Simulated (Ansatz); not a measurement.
Crystal: CdSe.

```
Cd Se
1.0
     0.00000    3.07027    3.07027
     3.07027    0.00000    3.07027
     3.07027    3.07027    0.00000
Cd Se
1 1
Direct
  0.00000 0.00000 0.00000
  0.25000 0.25000 0.25000
```

Measurements of this composition are mostly on another form, of space group No. 186.

| Property | Result |
| --- | --- |
| Program | Ansatz 0.2.0 |
| Task | relaxation of cell and atoms |
| Functional | PBEsol |
| Potentials or basis | Ansatz PAW |
| Cutoff | 420 eV (not typed: the program's choice for these potentials) |
| k mesh | 8 × 8 × 8 |
| Occupations | fermi-dirac, width 0.05 eV |
| Spin | no spin polarisation |

At the start: volume 28.94 Å³/atom.

How do energy, volume and symmetry change on relaxing?

It ends after 4 steps and the volume is 28.13 Å³/atom (-2.8 %); space group F-43m (No. 216, to 0.05 Å).

The path:
```csv
step,energy change (eV),largest force (eV/Å),volume (Å³)
1,0.0000,0.0000,57.88
2,-0.0070,0.0000,55.74
3,-0.0077,0.0000,56.26
4,-0.0074,0.0000,56.26
```

Final structure:
```yaml
crystal:
  lattice:
    - [0.00000, 3.04132, 3.04132]
    - [3.04132, 0.00000, 3.04132]
    - [3.04132, 3.04132, 0.00000]
  atoms:
    - { symbol: Cd, position: [0.00000, 0.00000, 0.00000] }
    - { symbol: Se, position: [0.25000, 0.25000, 0.25000] }
```

Caveat: the plane-wave basis is chosen anew once the cell has moved, so the energies of steps on either side of that aren't comparable; the PAW data sets come from PBE, with cores solved anew for the run's functional, which leaves a small shift of forces and pressure.
